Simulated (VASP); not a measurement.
# Hf in VASP: convergence with ENCUT

Aim: find how far ENCUT must go before the results for Hf settle, at PBE. This setting moves, with any that are tied to it; all else stays.

Everything below comes from runs of VASP 6.6.1. Logs are shortened: lines on timing, memory, paths and dates and some standing lists are left out, and cuts for length are marked.

## 1. The structure

The cell holds a slab with vacuum, 5 atoms: a = 3.140 Å, b = 3.140 Å, c = 23.880 Å, α = 90.00°, β = 90.00°, γ = 90.00°.

The slab is cut from a database's or a generator's crystal, which needn't be the stable form of the element.

## 2. With ENCUT 200 eV

INCAR

```
SYSTEM = Hf
ALGO = Fast ; EDIFF = 1E-7
ENCUT = 200 ; GGA = PE
ISIF = 2 ; ISMEAR = 0
LASPH = .TRUE. ; LCHARG = .FALSE.
LREAL = .FALSE. ; LWAVE = .FALSE.
NBANDS = 33 ; NELM = 80
PREC = Accurate ; SIGMA = 0.02
```

KPOINTS

```
k-points
0
G
  7 7 1
  0 0 0
```

POSCAR

```
Hf
1.0
    3.1395541085      0.0000000000      0.0000000000
    0.0000000000      3.1395541085      0.0000000000
    0.0000000000      0.0000000000     23.8800000000
Hf
5
Direct
    0.5000000000      0.5000000000      0.3140703518
    0.0000000000      0.0000000000      0.4070351759
    0.5000000000      0.5000000000      0.5000000000
    0.0000000000      0.0000000000      0.5929648241
    0.5000000000      0.5000000000      0.6859296482
```

Potentials or basis: VASP PAW PBE potentials, release 64 (Hf_pv).

On the command line:

```sh
> cat potpaw_PBE.64/Hf_pv/POTCAR > POTCAR
> mpirun -np 1 vasp_std > vasp.out
```

OUTCAR:

```text
SYSTEM = Hf
   EDIFF = 1E-7
   ENCUT = 200
   GGA = PE
   ISIF = 2
   ISMEAR = 0
   LASPH = .TRUE.
   LREAL = .FALSE.
   NELM = 80
   PREC = Accurate

 Found     10 irreducible k-points:

 Following reciprocal coordinates:
            Coordinates               Weight
  0.000000  0.000000  0.000000      1.000000
  0.142857  0.000000  0.000000      4.000000
  0.285714  0.000000  0.000000      4.000000
  0.428571  0.000000  0.000000      4.000000
  0.142857  0.142857  0.000000      4.000000
  0.285714  0.142857  0.000000      8.000000
   k-points           NKPTS =     10   k-points in BZ     NKDIM =     10   number of bands    NBANDS=     33
   number of dos      NEDOS =    301   number of ions     NIONS =      5
   total plane-waves  NPLWV =  21952
   dimension x,y,z NGX =    14 NGY =   14 NGZ =  112
   dimension x,y,z NGXF=    28 NGYF=   28 NGZF=  224
   ions per type =               5
   NGX,Y,Z   is equivalent  to a cutoff of   7.41,  7.41,  7.80 a.u.
   NGXF,Y,Z  is equivalent  to a cutoff of  14.83, 14.83, 15.59 a.u.
 SYSTEM =  Hf
   PREC   = accura    normal or accurate (medium, high low for compatibility)
   ISTART =      0    job   : 0-new  1-cont  2-samecut
   ICHARG =      2    charge: 1-file 2-atom 10-const
   ISPIN  =      1    spin polarized calculation?
   LNONCOLLINEAR =      F non collinear calculations
   LSORBIT =      F    spin-orbit coupling
   LASPH  =      T    aspherical Exc in radial PAW
   ENCUT  =  200.0 eV  14.70 Ry    3.83 a.u.   3.62  3.62 27.54*2*pi/ulx,y,z
   NELM   =     80;   NELMIN=  2; NELMDL= -5     # of ELM steps
   EDIFF  = 0.1E-06   stopping-criterion for ELM
   LREAL  =      F    real-space projection
   EDIFFG = 0.1E-05   stopping-criterion for IOM
   NSW    =      0    number of steps for IOM
   IBRION =     -1    ionic relax: 0-MD 1-quasi-New 2-CG
   NFREE  =      0    steps in history (QN), initial steepest desc. (CG)
   ISIF   =      2    stress and relaxation
   ISYM   =      2    0-nonsym 1-usesym 2-fastsym
   POTIM  = 0.5000    time-step for ionic-motion
   TEBEG  =    0.0;   TEEND  =   0.0 temperature during run
   PSTRESS=    0.0 pullay stress
   NELECT =      50.0000    total number of electrons
   NUPDOWN=      -1.0000    fix difference up-down
   EMIN   =  10.00;   EMAX   =-10.00  energy-range for DOS
   EFERMI =   0.00;   METHOD = LEGACY
   ISMEAR =     0;   SIGMA  =   0.02  broadening in eV -4-tet -1-fermi 0-gaus
   EFERMI_NEDOS =   21; number of points for ismear=-14 and -15
   IALGO  =     68    algorithm
   IMIX   =      4    mixing-type and parameters
     AMIX     =   0.40;   BMIX     =  1.00
     AMIX_MAG =   1.60;   BMIX_MAG =  1.00
  volume/ion in A,a.u.               =      47.08       317.69
  Fermi-wavevector in a.u.,A,eV,Ry     =   0.976805  1.845895 12.981984  0.954149
  Thomas-Fermi vector in A             =   2.107453
   LORBIT       =      0    0 simple, 1 ext, 2 COOP (PROOUT), +10 PAW based schemes
   GGA     = PE    functional components
   LHFCALC =     F    Hartree Fock is set to
   AEXX    =    0.0000 exact exchange contribution
   IVDW    =     0    specifies the selected vdW correction
   LEPSILON=     F    determine dielectric tensor
   LRPA    =     F    only Hartree local field effects (RPA)
 non-spin polarized calculation
 RMM-DIIS sequential band-by-band and
 Gauss-broadening in eV      SIGMA  =   0.02
  energy-cutoff  :      200.00
  volume of cell :      235.38
 maximum number of plane-waves:      1527
   NGX =  7   NGY =  7   NGZ = 55

 number of electron      50.0000042 magnetization

 Free energy of the ion-electron system (eV)
  ---------------------------------------------------
  ext. energy  EPLUGINS =         0.00000000
  ---------------------------------------------------
  free energy    TOTEN  =       -47.00800715 eV

  energy without entropy =      -47.00281191  energy(sigma->0) =      -47.00540953

 E-fermi :   0.2865     XC(G=0):  -6.2386

 val. band max:        0.2841423685   @ k =   0.2857   0.0000   0.0000
 cond. band min:       0.2913346808   @ k =   0.2857   0.1429   0.0000
 fundamental gap:      0.0071923123
 Fermi energy:         0.2865034609

 k-point     1 :       0.0000    0.0000    0.0000
  band No.  band energies     occupation
      1     -30.7038      2.00000
      2     -30.6931      2.00000
      3     -30.2993      2.00000
      4     -30.2692      2.00000
      5     -30.2692      2.00000
      6     -30.2684      2.00000
[... 25 lines left out ...]
     32       2.5093      0.00000
     33       2.5116      0.00000

 k-point     2 :       0.1429    0.0000    0.0000
  band No.  band energies     occupation
      1     -30.6865      2.00000
      2     -30.6831      2.00000
      3     -30.3937      2.00000
      4     -30.3694      2.00000
      5     -30.2615      2.00000
      6     -30.2590      2.00000
[... 25 lines left out ...]
     32       2.4483      0.00000
     33       2.4833      0.00000

 k-point     3 :       0.2857    0.0000    0.0000
  band No.  band energies     occupation
      1     -30.6700      2.00000
      2     -30.6644      2.00000
      3     -30.5814      2.00000
      4     -30.5732      2.00000
      5     -30.3082      2.00000
      6     -30.2358      2.00000
[... 25 lines left out ...]
     32       2.1289      0.00000
     33       2.6384      0.00000

 k-point     4 :       0.4286    0.0000    0.0000
  band No.  band energies     occupation
      1     -30.7324      2.00000
      2     -30.7261      2.00000
      3     -30.6849      2.00000
      4     -30.6680      2.00000
      5     -30.3626      2.00000
      6     -30.3592      2.00000
[... 25 lines left out ...]
     32       1.7522      0.00000
     33       2.3390      0.00000

 k-point     5 :       0.1429    0.1429    0.0000
  band No.  band energies     occupation
      1     -30.6711      2.00000
      2     -30.6710      2.00000
      3     -30.3908      2.00000
      4     -30.3672      2.00000
      5     -30.3502      2.00000
      6     -30.3489      2.00000
[... 25 lines left out ...]
     32       2.5588      0.00000
     33       2.5721      0.00000

 k-point     6 :       0.2857    0.1429    0.0000
  band No.  band energies     occupation
      1     -30.6527      2.00000
      2     -30.6494      2.00000
      3     -30.5638      2.00000
      4     -30.5595      2.00000
      5     -30.3392      2.00000
      6     -30.3331      2.00000
[... 25 lines left out ...]
     32       1.9335      0.00000
     33       2.5351      0.00000

 [... further k-points ...]

------------------------ aborting loop because EDIFF is reached ----------------------------------------

  FORCE on cell =-STRESS in cart. coord.  units (eV):
  Direction    XX          YY          ZZ          XY          YZ          ZX
  --------------------------------------------------------------------------------------
  -------------------------------------------------------------------------------------
  Total       -3.6936316     -3.6936316     -3.1284462      0.0000000      0.0000000      0.0000000
  in kB      -25.1416568    -25.1416568    -21.2945763      0.0000000      0.0000000      0.0000000
  external PRESSURE =     -23.8592967 kB  Pullay stress =       0.0000000 kB

 VOLUME and BASIS-vectors are now :
 -----------------------------------------------------------------------------
  energy-cutoff  :      200.00
  volume of cell :      235.38
      direct lattice vectors                 reciprocal lattice vectors
     3.139554109  0.000000000  0.000000000     0.318516568  0.000000000  0.000000000
     0.000000000  3.139554109  0.000000000     0.000000000  0.318516568  0.000000000
     0.000000000  0.000000000 23.880000000     0.000000000  0.000000000  0.041876047

 POSITION                                       TOTAL-FORCE (eV/Angst)
 -----------------------------------------------------------------------------------
      1.56978      1.56978      7.50000         0.000000      0.000000      0.646448
      0.00000      0.00000      9.72000         0.000000     -0.000000     -1.082764
      1.56978      1.56978     11.94000        -0.000000     -0.000000      0.000000
      0.00000      0.00000     14.16000        -0.000000      0.000000      1.082764
      1.56978      1.56978     16.38000        -0.000000      0.000000     -0.646448
 -----------------------------------------------------------------------------------
    total drift:                                0.000000     -0.000000     -0.000000

  FREE ENERGIE OF THE ION-ELECTRON SYSTEM (eV)
  ---------------------------------------------------
  free  energy   TOTEN  =       -47.0080071540 eV

  energy  without entropy=      -47.0028119074  energy(sigma->0) =      -47.00540953
```

Run time: 25 s. Hardware: 1 thread of Intel Xeon 6975P-C (Granite Rapids), shared host; peak memory 0.15 GiB.

Results:

- Free energy: -47.0080 eV
- Largest force: 1.083 eV/Å
- Band gap on the k mesh: none (metal or under the smearing width)

## 3. With ENCUT 250 eV

INCAR: that of step 2 with these lines changed.

```diff
@@ -2,3 +2,3 @@
 ALGO = Fast ; EDIFF = 1E-7
-ENCUT = 200 ; GGA = PE
+ENCUT = 250 ; GGA = PE
 ISIF = 2 ; ISMEAR = 0
```

KPOINTS is that of step 2.

POSCAR is that of step 2.

Potentials or basis: VASP PAW PBE potentials, release 64 (Hf_pv).

On the command line:

```sh
> cat potpaw_PBE.64/Hf_pv/POTCAR > POTCAR
> mpirun -np 1 vasp_std > vasp.out
```

Wall time 38 s (1 thread of Intel Xeon 6975P-C (Granite Rapids), shared host); peak memory 0.17 GiB.

Results:

* Free energy: -47.1131 eV
* Largest force: 1.091 eV/Å
* Band gap on the k mesh: none (metal or under the smearing width)

## 4. With ENCUT 300 eV

INCAR: that of step 3 with these lines changed.

```diff
@@ -2,3 +2,3 @@
 ALGO = Fast ; EDIFF = 1E-7
-ENCUT = 250 ; GGA = PE
+ENCUT = 300 ; GGA = PE
 ISIF = 2 ; ISMEAR = 0
```

KPOINTS is that of step 3.

POSCAR is that of step 3.

On the command line:

```sh
> cat potpaw_PBE.64/Hf_pv/POTCAR > POTCAR
> mpirun -np 1 vasp_std > vasp.out
```

Wall time 59 s (1 thread of Intel Xeon 6975P-C (Granite Rapids), shared host); peak memory 0.2 GiB.

What came out:

```yaml
Free_energy: -47.1318 eV
Largest_force: 1.091 eV/Å
Band_gap_on_the_k_mesh: none (metal or under the smearing width)
```

## 5. With ENCUT 350 eV

INCAR: that of step 4 with these lines changed.

```diff
@@ -2,3 +2,3 @@
 ALGO = Fast ; EDIFF = 1E-7
-ENCUT = 300 ; GGA = PE
+ENCUT = 350 ; GGA = PE
 ISIF = 2 ; ISMEAR = 0
```

KPOINTS is that of step 4.

POSCAR is that of step 4.

On the command line:

```sh
> cat potpaw_PBE.64/Hf_pv/POTCAR > POTCAR
> mpirun -np 1 vasp_std > vasp.out
```

It took 74 s on 1 thread of Intel Xeon 6975P-C (Granite Rapids), shared host; peak memory 0.23 GiB.

What came out:

* Free energy: -47.1407 eV
* Largest force: 1.091 eV/Å
* Band gap on the k mesh: none (metal or under the smearing width)

## 6. With ENCUT 400 eV

INCAR: that of step 5 with these lines changed.

```diff
@@ -2,3 +2,3 @@
 ALGO = Fast ; EDIFF = 1E-7
-ENCUT = 350 ; GGA = PE
+ENCUT = 400 ; GGA = PE
 ISIF = 2 ; ISMEAR = 0
```

KPOINTS is that of step 5.

POSCAR is that of step 5.

Potentials or basis: VASP PAW PBE potentials, release 64 (Hf_pv).

On the command line:

```sh
> cat potpaw_PBE.64/Hf_pv/POTCAR > POTCAR
> mpirun -np 1 vasp_std > vasp.out
```

Wall time 76 s (1 thread of Intel Xeon 6975P-C (Granite Rapids), shared host); peak memory 0.25 GiB.

What came out:

```yaml
Free_energy: -47.1441 eV
Largest_force: 1.090 eV/Å
Band_gap_on_the_k_mesh: none (metal or under the smearing width)
```

## 7. With ENCUT 450 eV

INCAR: that of step 6 with these lines changed.

```diff
@@ -2,3 +2,3 @@
 ALGO = Fast ; EDIFF = 1E-7
-ENCUT = 400 ; GGA = PE
+ENCUT = 450 ; GGA = PE
 ISIF = 2 ; ISMEAR = 0
```

KPOINTS is that of step 6.

POSCAR is that of step 6.

On the command line:

```sh
> cat potpaw_PBE.64/Hf_pv/POTCAR > POTCAR
> mpirun -np 1 vasp_std > vasp.out
```

It took 2 min on 1 thread of Intel Xeon 6975P-C (Granite Rapids), shared host; peak memory 0.31 GiB.

Results:

* Free energy: -47.1465 eV
* Largest force: 1.091 eV/Å
* Band gap on the k mesh: none (metal or under the smearing width)

## 8. With ENCUT 500 eV

INCAR: that of step 7 with these lines changed.

```diff
@@ -2,3 +2,3 @@
 ALGO = Fast ; EDIFF = 1E-7
-ENCUT = 450 ; GGA = PE
+ENCUT = 500 ; GGA = PE
 ISIF = 2 ; ISMEAR = 0
```

KPOINTS is that of step 7.

POSCAR is that of step 7.

On the command line:

```sh
> cat potpaw_PBE.64/Hf_pv/POTCAR > POTCAR
> mpirun -np 1 vasp_std > vasp.out
```

Run time: 2.2 min. Hardware: 1 thread of Intel Xeon 6975P-C (Granite Rapids), shared host; peak memory 0.33 GiB.

Results:

| Quantity | Value |
| --- | --- |
| Free energy | -47.1473 eV |
| Largest force | 1.091 eV/Å |
| Band gap on the k mesh | none (metal or under the smearing width) |

## 9. With ENCUT 600 eV

INCAR: that of step 8 with these lines changed.

```diff
@@ -2,3 +2,3 @@
 ALGO = Fast ; EDIFF = 1E-7
-ENCUT = 500 ; GGA = PE
+ENCUT = 600 ; GGA = PE
 ISIF = 2 ; ISMEAR = 0
```

KPOINTS is that of step 8.

POSCAR is that of step 8.

Potentials or basis: VASP PAW PBE potentials, release 64 (Hf_pv).

On the command line:

```sh
> cat potpaw_PBE.64/Hf_pv/POTCAR > POTCAR
> mpirun -np 1 vasp_std > vasp.out
```

It took 3.5 min on 1 thread of Intel Xeon 6975P-C (Granite Rapids), shared host; peak memory 0.4 GiB.

What came out:

- Free energy: -47.1484 eV
- Largest force: 1.091 eV/Å
- Band gap on the k mesh: none (metal or under the smearing width)

## 10. With ENCUT 800 eV

INCAR: that of step 9 with these lines changed.

```diff
@@ -2,3 +2,3 @@
 ALGO = Fast ; EDIFF = 1E-7
-ENCUT = 600 ; GGA = PE
+ENCUT = 800 ; GGA = PE
 ISIF = 2 ; ISMEAR = 0
```

KPOINTS is that of step 9.

POSCAR is that of step 9.

On the command line:

```sh
> cat potpaw_PBE.64/Hf_pv/POTCAR > POTCAR
> mpirun -np 1 vasp_std > vasp.out
```

It took 5.1 min on 1 thread of Intel Xeon 6975P-C (Granite Rapids), shared host; peak memory 0.5 GiB.

The run converged. Its results:

| Property | Result |
| --- | --- |
| Free energy | -47.1491 eV |
| Largest force | 1.091 eV/Å |
| Band gap on the k mesh | none (metal or under the smearing width) |

## 11. The series at a glance

```tsv
ENCUT	energy less the tightest run, at zero smearing (meV/atom)	largest force (eV/Å)	SCF cycles	CPU time (s)	peak memory (GiB)
200 eV	28.28	1.083	34	25	0.15
250 eV	7.20	1.091	37	37	0.17
300 eV	3.46	1.091	39	59	0.2
350 eV	1.67	1.091	39	74	0.23
400 eV	0.98	1.090	34	75	0.25
450 eV	0.52	1.091	39	120	0.31
500 eV	0.35	1.091	38	130	0.33
600 eV	0.13	1.091	38	210	0.4
800 eV	0.00	1.091	36	310	0.5
```

Against the tightest run, the energy stays within 1 meV/atom from 400 eV on; the largest force stays within 0.005 eV/Å from 250 eV on. The tightest run that finished is the yardstick and may itself not be fully converged.
